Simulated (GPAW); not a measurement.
# KTaO3 (Pm-3m) in GPAW: convergence with smearing width (eV)

Aim: find how far smearing width (eV) must go before the results for KTaO3 settle, at PBE. This setting moves, with any that are tied to it; all else stays.

Everything below comes from runs of GPAW 26.7.0. Logs are shortened: lines on timing, memory, paths and dates and some standing lists are left out, and cuts for length are marked. The log counts tension as positive stress, the text compression.

## 1. The crystal as given

Symmetry: Pm-3m, No. 221, cubic system. Conventional cell: a = 3.988 Å, b = 3.988 Å, c = 3.988 Å, α = 90.00°, β = 90.00°, γ = 90.00°. Ta (site symmetry m-3m) is surrounded by 6 O at 1.99 Å. K (site symmetry m-3m) is surrounded by 12 O at 2.82 Å. O (site symmetry 4/mmm) is surrounded by 2 Ta at 1.99 Å.

## 2. With smearing width (eV) 0.5

Contents of run.py:

```python
from ase.dft.bandgap import bandgap
from ase.io import read, write
from ase.units import GPa
from gpaw import GPAW, PW

atoms = read('POSCAR')

calc = GPAW(mode=PW(800),
            xc='PBE',
            kpts={'size': (5, 5, 5), 'gamma': True},
            occupations={'name': 'fermi-dirac', 'width': 0.5},
            nbands=36,
            convergence={'density': 1e-05, 'energy': 1e-05},
            maxiter=100,
            txt='gpaw.txt')
atoms.calc = calc
energy = atoms.get_potential_energy()
forces = atoms.get_forces()
stress = atoms.get_stress()
calc.write('gs.gpw')
write('result.traj', atoms)
print(f'Energy: {energy:.6f} eV')
print('Forces (eV/A):')
print(forces.round(4))
print('Stress (GPa):', (stress / GPa).round(3))
print('Fermi level:', round(calc.get_fermi_level(), 4), 'eV')
print(f'Gap: {bandgap(calc)[0]:.4f} eV, direct: {bandgap(calc, direct=True)[0]:.4f} eV')
```

Contents of POSCAR:

```
KTaO3
1.0
    3.9883000000      0.0000000000      0.0000000000
    0.0000000000      3.9883000000      0.0000000000
    0.0000000000      0.0000000000      3.9883000000
Ta K O
1 1 3
Direct
    0.0000000000      0.0000000000      0.0000000000
    0.5000000000      0.5000000000      0.5000000000
    0.0000000000      0.0000000000      0.5000000000
    0.0000000000      0.5000000000      0.0000000000
    0.5000000000      0.0000000000      0.0000000000
```

Potentials or basis: GPAW PAW data sets (gpaw-data 1.2.1), pw.

The run is started by

```console
$ OMP_NUM_THREADS=1 python run.py
```

Wall time 27 s (1 thread of Arm Neoverse V1, shared host); peak memory 0.2 GiB.

Results:

```
Free energy            : -40.0174 eV
Pressure               : 6.8 GPa
Band gap on the k mesh : 2.39 eV, indirect (least direct gap 2.89 eV)
```

## 3. With smearing width (eV) 0.3

run.py: that of step 2 with these lines changed.

```diff
@@ -10,3 +10,3 @@
             kpts={'size': (5, 5, 5), 'gamma': True},
-            occupations={'name': 'fermi-dirac', 'width': 0.5},
+            occupations={'name': 'fermi-dirac', 'width': 0.3},
             nbands=36,
```

POSCAR is that of step 2.

Potentials or basis: GPAW PAW data sets (gpaw-data 1.2.1), pw.

The run is started by

```console
$ OMP_NUM_THREADS=1 python run.py
```

Wall time 27 s (1 thread of Arm Neoverse V1, shared host); peak memory 0.2 GiB.

What came out:

- Free energy: -39.9466 eV
- Pressure: 6.2 GPa
- Band gap on the k mesh: 2.31 eV, indirect (least direct gap 2.82 eV)

## 4. With smearing width (eV) 0.2

run.py: that of step 3 with these lines changed.

```diff
@@ -10,3 +10,3 @@
             kpts={'size': (5, 5, 5), 'gamma': True},
-            occupations={'name': 'fermi-dirac', 'width': 0.3},
+            occupations={'name': 'fermi-dirac', 'width': 0.2},
             nbands=36,
```

POSCAR is that of step 3.

The run is started by

```console
$ OMP_NUM_THREADS=1 python run.py
```

It took 26 s on 1 thread of Arm Neoverse V1, shared host; peak memory 0.2 GiB.

The run converged. Its results:

* Free energy: -39.9406 eV
* Pressure: 6.2 GPa
* Band gap on the k mesh: 2.29 eV, indirect (least direct gap 2.81 eV)

## 5. With smearing width (eV) 0.15

run.py: that of step 4 with these lines changed.

```diff
@@ -10,3 +10,3 @@
             kpts={'size': (5, 5, 5), 'gamma': True},
-            occupations={'name': 'fermi-dirac', 'width': 0.2},
+            occupations={'name': 'fermi-dirac', 'width': 0.15},
             nbands=36,
```

POSCAR is that of step 4.

The run is started by

```console
$ OMP_NUM_THREADS=1 python run.py
```

It took 26 s on 1 thread of Arm Neoverse V1, shared host; peak memory 0.2 GiB.

It converged, with:

- Free energy: -39.9402 eV
- Pressure: 6.2 GPa
- Band gap on the k mesh: 2.29 eV, indirect (least direct gap 2.81 eV)

## 6. With smearing width (eV) 0.1

run.py: that of step 5 with these lines changed.

```diff
@@ -10,3 +10,3 @@
             kpts={'size': (5, 5, 5), 'gamma': True},
-            occupations={'name': 'fermi-dirac', 'width': 0.15},
+            occupations={'name': 'fermi-dirac', 'width': 0.1},
             nbands=36,
```

POSCAR is that of step 5.

Potentials or basis: GPAW PAW data sets (gpaw-data 1.2.1), pw.

The run is started by

```console
$ OMP_NUM_THREADS=1 python run.py
```

It took 26 s on 1 thread of Arm Neoverse V1, shared host; peak memory 0.2 GiB.

Results (log left out):

- Free energy: -39.9401 eV
- Pressure: 6.2 GPa
- Band gap on the k mesh: 2.29 eV, indirect (least direct gap 2.81 eV)

## 7. With smearing width (eV) 0.05

run.py: that of step 6 with these lines changed.

```diff
@@ -10,3 +10,3 @@
             kpts={'size': (5, 5, 5), 'gamma': True},
-            occupations={'name': 'fermi-dirac', 'width': 0.1},
+            occupations={'name': 'fermi-dirac', 'width': 0.05},
             nbands=36,
```

POSCAR is that of step 6.

The run is started by

```console
$ OMP_NUM_THREADS=1 python run.py
```

Run time: 26 s. Hardware: 1 thread of Arm Neoverse V1, shared host; peak memory 0.2 GiB.

It converged, with:

| Item | Value |
| --- | --- |
| Free energy | -39.9401 eV |
| Pressure | 6.2 GPa |
| Band gap on the k mesh | 2.29 eV, indirect (least direct gap 2.81 eV) |

## 8. With smearing width (eV) 0.025

run.py: that of step 7 with these lines changed.

```diff
@@ -10,3 +10,3 @@
             kpts={'size': (5, 5, 5), 'gamma': True},
-            occupations={'name': 'fermi-dirac', 'width': 0.05},
+            occupations={'name': 'fermi-dirac', 'width': 0.025},
             nbands=36,
```

POSCAR is that of step 7.

The run is started by

```console
$ OMP_NUM_THREADS=1 python run.py
```

Wall time 26 s (1 thread of Arm Neoverse V1, shared host); peak memory 0.2 GiB.

Results (log left out):

```
Free energy            : -39.9401 eV
Pressure               : 6.2 GPa
Band gap on the k mesh : 2.29 eV, indirect (least direct gap 2.81 eV)
```

## 9. With smearing width (eV) 0.01

run.py: that of step 8 with these lines changed.

```diff
@@ -10,3 +10,3 @@
             kpts={'size': (5, 5, 5), 'gamma': True},
-            occupations={'name': 'fermi-dirac', 'width': 0.025},
+            occupations={'name': 'fermi-dirac', 'width': 0.01},
             nbands=36,
```

POSCAR is that of step 8.

Potentials or basis: GPAW PAW data sets (gpaw-data 1.2.1), pw.

The run is started by

```console
$ OMP_NUM_THREADS=1 python run.py
```

gpaw.txt:

```text
__  _  _
 | _ |_)|_||  |
 |__||  | ||/\| - 26.7.0

Input parameters:
  mode=PW(ecut=800.0),
  convergence={'density': 1e-05, 'energy': 1e-05},
  kpts=MonkhorstPack(size=(5, 5, 5), gamma=True),
  maxiter=100,
  nbands=36,
  occupations=Occupations(name='fermi-dirac', width=0.01),
  xc=XC(name='PBE')

Diagonalizing LCAO Hamiltonian
Converting LCAO to pw mode
   .---------.
  /|         |
 * |         |
 | |         |
 | |   K     |
 O .---------.
 |O         /
 Ta---O----*

Atoms  # Å, Bohr magnetons
|   | symbol |        x |        y |        z |    initial magnetic moments |
|---|--------|----------|----------|----------|-----------------------------|
| 0 |     Ta | 0.000000 | 0.000000 | 0.000000 | ( 0.0000,  0.0000,  0.0000) |
| 1 |      K | 1.994150 | 1.994150 | 1.994150 | ( 0.0000,  0.0000,  0.0000) |
| 2 |      O | 0.000000 | 0.000000 | 1.994150 | ( 0.0000,  0.0000,  0.0000) |
| 3 |      O | 0.000000 | 1.994150 | 0.000000 | ( 0.0000,  0.0000,  0.0000) |
| 4 |      O | 1.994150 | 0.000000 | 0.000000 | ( 0.0000,  0.0000,  0.0000) |

Unit cell  # Å
| periodic |        x |        y |        z |  lengths |    angles |
|----------|----------|----------|----------|----------|-----------|
|      yes | 3.988300 | 0.000000 | 0.000000 | 3.988300 | 90.000000 |
|      yes | 0.000000 | 3.988300 | 0.000000 | 3.988300 | 90.000000 |
|      yes | 0.000000 | 0.000000 | 3.988300 | 3.988300 | 90.000000 |

Number of symmetries: 48
Symmetry operations  # r_c * U_cc + t_c -> r_c
|    | kind |            matrix            |
|----|------|------------------------------|
|  0 |  E   |  1, 0, 0,  0, 1, 0,  0, 0, 1 |
|  1 |  σ   |  1, 0, 0,  0, 1, 0,  0, 0,-1 |
|  2 |  σ   |  1, 0, 0,  0, 0, 1,  0, 1, 0 |
|  3 |  C4  |  1, 0, 0,  0, 0, 1,  0,-1, 0 |
|  4 |  C4  |  1, 0, 0,  0, 0,-1,  0, 1, 0 |
|  5 |  σ   |  1, 0, 0,  0, 0,-1,  0,-1, 0 |
|  6 |  σ   |  1, 0, 0,  0,-1, 0,  0, 0, 1 |
|  7 |  C2  |  1, 0, 0,  0,-1, 0,  0, 0,-1 |
|  8 |  σ   |  0, 1, 0,  1, 0, 0,  0, 0, 1 |
|  9 |  C2  |  0, 1, 0,  1, 0, 0,  0, 0,-1 |
| 10 |  C3  |  0, 1, 0,  0, 0, 1,  1, 0, 0 |
| 11 |  S6  |  0, 1, 0,  0, 0, 1, -1, 0, 0 |
| 12 |  S6  |  0, 1, 0,  0, 0,-1,  1, 0, 0 |
| 13 |  C3  |  0, 1, 0,  0, 0,-1, -1, 0, 0 |
| 14 |  C4  |  0, 1, 0, -1, 0, 0,  0, 0, 1 |
| 15 |  S4  |  0, 1, 0, -1, 0, 0,  0, 0,-1 |
| 16 |  C3  |  0, 0, 1,  1, 0, 0,  0, 1, 0 |
| 17 |  S6  |  0, 0, 1,  1, 0, 0,  0,-1, 0 |
| 18 |  σ   |  0, 0, 1,  0, 1, 0,  1, 0, 0 |
| 19 |  C4  |  0, 0, 1,  0, 1, 0, -1, 0, 0 |
| 20 |  C2  |  0, 0, 1,  0,-1, 0,  1, 0, 0 |
| 21 |  S4  |  0, 0, 1,  0,-1, 0, -1, 0, 0 |
| 22 |  S6  |  0, 0, 1, -1, 0, 0,  0, 1, 0 |
| 23 |  C3  |  0, 0, 1, -1, 0, 0,  0,-1, 0 |
| 24 |  S6  |  0, 0,-1,  1, 0, 0,  0, 1, 0 |
| 25 |  C3  |  0, 0,-1,  1, 0, 0,  0,-1, 0 |
| 26 |  C4  |  0, 0,-1,  0, 1, 0,  1, 0, 0 |
| 27 |  σ   |  0, 0,-1,  0, 1, 0, -1, 0, 0 |
| 28 |  S4  |  0, 0,-1,  0,-1, 0,  1, 0, 0 |
| 29 |  C2  |  0, 0,-1,  0,-1, 0, -1, 0, 0 |
| 30 |  C3  |  0, 0,-1, -1, 0, 0,  0, 1, 0 |
| 31 |  S6  |  0, 0,-1, -1, 0, 0,  0,-1, 0 |
| 32 |  C4  |  0,-1, 0,  1, 0, 0,  0, 0, 1 |
| 33 |  S4  |  0,-1, 0,  1, 0, 0,  0, 0,-1 |
| 34 |  S6  |  0,-1, 0,  0, 0, 1,  1, 0, 0 |
| 35 |  C3  |  0,-1, 0,  0, 0, 1, -1, 0, 0 |
| 36 |  C3  |  0,-1, 0,  0, 0,-1,  1, 0, 0 |
| 37 |  S6  |  0,-1, 0,  0, 0,-1, -1, 0, 0 |
| 38 |  σ   |  0,-1, 0, -1, 0, 0,  0, 0, 1 |
| 39 |  C2  |  0,-1, 0, -1, 0, 0,  0, 0,-1 |
| 40 |  σ   | -1, 0, 0,  0, 1, 0,  0, 0, 1 |
| 41 |  C2  | -1, 0, 0,  0, 1, 0,  0, 0,-1 |
| 42 |  C2  | -1, 0, 0,  0, 0, 1,  0, 1, 0 |
| 43 |  S4  | -1, 0, 0,  0, 0, 1,  0,-1, 0 |
| 44 |  S4  | -1, 0, 0,  0, 0,-1,  0, 1, 0 |
[... 92 lines left out ...]
    |   3p |  6.000 |     -18.813 |    1.106 |
    |    p |        |       8.398 |    1.106 |
    |    d |        |       0.000 |    0.937 |

    Using partial waves for K as LCAO basis

  O:
    name:    Oxygen
    Z:       8.0
    valence: 6
    core:    2
    charge:  0.0  # [|e|]
    compensation charges:
      type: gauss
      rc: 0.21  # [Å]
      lmax: 2
    cutoffs:
      filter: 1.17  # [Å]
      core: 0.83  # [Å]
    projectors
    | kind |    occ | energy [eV] | rcut [Å] |
    |------|--------|-------------|----------|
    |   2s |  2.000 |     -23.961 |    0.688 |
    |   2p |  4.000 |      -9.029 |    0.598 |
    |    s |        |       3.251 |    0.688 |
    |    p |        |      18.182 |    0.598 |
    |    d |        |       0.000 |    0.619 |

    Using partial waves for O as LCAO basis

Reference energy: -446677.251523  # eV

eigensolver:
  PPCG
  Converge bands: occupied
  niter=2

density mixing:
  MSR1-Mixer
  Pratt-step length: 0.05
  Maximum mixing coefficient: 0.75
  Old densities: 10
  SVD Regularization: 0.005
  Good broyden scale: 1.0
  Trust region scale: 1.0
  Backstep threshold: 4.0
  History deletion threshold: 6.0
  Fourier metric: weight=20.0, sigma=0.015

occupation numbers:
  Fermi-Dirac:
    width: 0.0100  # eV

poisson solver:
  ecut: 6400.0  # eV

xc functional:
  name: PBE with 2 nearest neighbor stencil

convergence criteria:
- Maximum integral of absolute [dens]ity change: 1e-05 electrons / valence electron
- Maximum [total energy] change in last 3 cyles: 1e-05 eV / valence electron
- Maximum integral of absolute [eigenst]ate change: 4e-08 eV^2 / valence electron
maximum number of iterations: 100

SCF iterations
|iter     | |      energy | eigst |  dens |
|---------|-|-------------|-------|-------|
|iter:   1| |  -45.518330 | +0.16 |       |
|iter:   2| |  -43.896486 | -1.66 | -0.87 |
|iter:   3| |  -39.951660 | -0.96 | -0.93 |
|iter:   4| |  -39.931693 | -2.85 | -1.54 |
|iter:   5| |  -39.940700 | -3.17 | -1.76 |
|iter:   6| |  -39.940040 | -4.62 | -2.70 |
|iter:   7| |  -39.940106 | -5.54 | -3.16 |
|iter:   8| |  -39.940114c| -6.92 | -3.72 |
|iter:   9| |  -39.940114c| -8.13c| -4.53 |
|iter:  10| |  -39.940114c| -8.03c| -5.16c|

Converged in 10 steps
Energy contributions relative to reference atoms: (reference = -446677.251523)

Energy contributions:
  Kinetic:          37.857575
  Coulomb:         -42.003986
  Zero:              0.086856
  External:          0.000000
  Xc:              -35.880559
  Entropy:          -0.000000
  Spinorbit:         0.000000
  ----------------------------
  Free energy:     -39.940114
  Extrapolated:    -39.940114

dipole moment: (-36.812405, -36.812405, -36.812405)  # |e|*Ang

Fermi level: 5.894
Eigenvalues  # (at kpt = [0.000, 0.000, 0.000])
| band index |      eig [eV] | occ [0-2] |
|------------|---------------|-----------|
|          0 |       -62.021 |     2.000 |
|        ... |               |           |
|         12 |         3.002 |     2.000 |
|         13 |         3.002 |     2.000 |
|         14 |         4.353 |     2.000 |
|         15 |         4.353 |     2.000 |
|         16 |         4.353 |     2.000 |
|         17 |         4.789 |     2.000 |
[... 8 lines left out ...]
|         26 |        13.486 |     0.000 |
|         27 |        13.486 |     0.000 |
|        ... |               |           |
|         35 |        25.199 |     0.000 |

Gap: 2.290 eV
Transition (v -> c):
  (s=0, k=9, n=19, [0.40, 0.40, 0.40]) -> (s=0, k=0, n=20, [0.00, 0.00, 0.00])
Direct/indirect transitions are different
Direct gap: 2.807 eV
Transition at: (s=0, k=0, n=19, [0.00, 0.00, 0.00])

Forces  # eV/Ang
|        x |        y |        z |
|----------|----------|----------|
| -0.00000 |  0.00000 |  0.00000 |  # Ta   0
|  0.00000 |  0.00000 |  0.00000 |  # K    1
|  0.00000 |  0.00000 | -0.00000 |  # O    2
|  0.00000 | -0.00000 |  0.00000 |  # O    3
| -0.00000 |  0.00000 |  0.00000 |  # O    4

Stress tensor  # eV/Ang^3
|         x |         y |         z |
|-----------|-----------|-----------|
| -0.038412 | -0.000000 |  0.000000 |
| -0.000000 | -0.038412 |  0.000000 |
|  0.000000 |  0.000000 | -0.038412 |

# Writing to gs.gpw (mode='')
```

Run time: 26 s. Hardware: 1 thread of Arm Neoverse V1, shared host; peak memory 0.2 GiB.

Results:

```yaml
Free_energy: -39.9401 eV
Pressure: 6.2 GPa
Band_gap_on_the_k_mesh: 2.29 eV, indirect (least direct gap 2.81 eV)
```

## 10. Summary

```
smearing width (eV)  energy less the tightest run, at zero smearing (meV/atom)  pressure (GPa)  gap on the mesh (eV)  SCF cycles  CPU time (s)  peak memory (GiB)
                0.5                                                      17.54            6.85                 2.385          10            27                0.2
                0.3                                                       2.30            6.23                 2.305          10            27                0.2
                0.2                                                       0.26            6.16                 2.292          10            26                0.2
               0.15                                                       0.03            6.16                 2.291          10            26                0.2
                0.1                                                       0.00            6.15                 2.290          10            26                0.2
               0.05                                                       0.00            6.15                 2.290          10            26                0.2
              0.025                                                       0.00            6.15                 2.290          10            26                0.2
               0.01                                                       0.00            6.15                 2.290          10            26                0.2
```

Against the tightest run, the energy stays within 1 meV/atom from 0.2 on; the pressure stays within 0.1 GPa from 0.3 on; the gap on the mesh stays within 0.01 eV from 0.2 on. The tightest run that finished is the yardstick and may itself not be fully converged.

Caveats: spin-orbit coupling is left out, which moves the levels of the heavy elements; an odd mesh through Γ misses points on the zone boundary, where band edges often lie.
